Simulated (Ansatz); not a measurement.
# Ti$_{3}$Al$_{5}$ (P4/mmm), two-dimensional strain map

Method: DFT r2SCAN, scalar-relativistic, plane waves, PAW in Ansatz 0.2.0. Settings: plane waves to 500 eV, k-mesh 10×10×6 (Γ-centred), Gaussian smearing 0.15 eV. No spin polarisation. Energies are free energies at this smearing, counted from the undisturbed cell; pressure is positive in compression.

Zero of the scan (relaxed at this level; it needn't be the usual structure):

```xyz
8
Lattice="3.8983 0.0000 0.0000 0.0000 3.8983 0.0000 0.0000 0.0000 8.3249" Properties=species:S:1:pos:R:3 pbc="T T T"
Ti    0.0000    0.0000    4.1625
Ti    1.9491    1.9491    0.0000
Ti    1.9491    1.9491    4.1625
Al    0.0000    1.9491    2.0923
Al    0.0000    1.9491    6.2326
Al    1.9491    0.0000    2.0923
Al    1.9491    0.0000    6.2326
Al    0.0000    0.0000    0.0000
```

The cell is strained by p along both x and y and by q along z, fractional coordinates fixed. Points are written (p, q).

Energy above the undisturbed cell in meV/atom (a dash: not computed):

| p \ q | -0.050 | -0.025 | 0.000 | 0.025 | 0.050 |
| --- | --- | --- | --- | --- | --- |
| -0.050 | 152.3 | ? | 81.6 | 71.9 | 76.4 |
| -0.025 | 67.9 | ? | 19.3 | ? | 30.4 |
| 0.000 | ? | 6.6 | 0.0 | 6.8 | 25.6 |
| 0.025 | 22.8 | 13.3 | 16.1 | 30.3 | 55.3 |
| 0.050 | 48.3 | 49.3 | 60.9 | 82.4 | 113.1 |

(1) Fill in the withheld energies.

Results:

(1) (-0.050, -0.025): 107.8; (-0.025, -0.025): 35.4; (-0.025, 0.025): 18.2; (0.000, -0.050): 27.2.